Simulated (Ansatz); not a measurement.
SiC: stiffness from a series of strains

```yaml
crystal:
  lattice:
    - [3.07600, 0.00000, 0.00000]
    - [-1.53800, 2.66389, 0.00000]
    - [0.00000, 0.00000, 5.04800]
  atoms:
    - { symbol: Si, position: [0.33333, 0.66667, 0.00000] }
    - { symbol: Si, position: [0.66667, 0.33333, 0.50000] }
    - { symbol: C, position: [0.33333, 0.66667, 0.38500] }
    - { symbol: C, position: [0.66667, 0.33333, 0.88500] }
```

Atoms are numbered in the order listed.

The cell comes from COD entry 9008875, which wasn't checked; take it as a given geometry.

Theory: DFT, PBEsol, all-electron LAPW, scalar-relativistic in Ansatz 0.2.0.

Settings: a Γ-centred 15×15×8 k mesh, Fermi–Dirac smearing of 0.08 eV, basis error target 1 meV/atom, no spin polarisation.

The strain is applied along the Cartesian axes of the cell as listed (the other components stay zero). Fractional coordinates are held (clamped ions).

σ is the change of stress from the unstrained cell, which is at 0.21 GPa; tension is positive, so slopes are stress–strain coefficients at that pressure.

Only quantities that a quadratic follows smoothly over the whole series are listed; rougher ones are left out.

```csv
εxx = εyy,σzz (GPa),σxx (GPa)
-0.0300,-2.64,-23.28
-0.0200,-1.66,-14.75
-0.0100,-0.78,-7.01
0.0000,0.00,0.00
0.0100,0.70,6.33
0.0300,1.89,17.18
```

Task: Fit the series and read off the stiffness at zero strain.

Result: Least-squares fits y = p0 + p1 x + p2 x² to the rows give σzz (GPa): p1 = 75.3, p2 = -420; σxx (GPa): p1 = 673, p2 = -3400. So C13 + C23 = 75 GPa and C11 + C12 = 673 GPa, for these axes.

Task: One run, at εxx = εyy = 0.0200, is withheld. Predict its row.

Result: The fits give 1.34, 12.12; the run gave 1.33, 12.04.
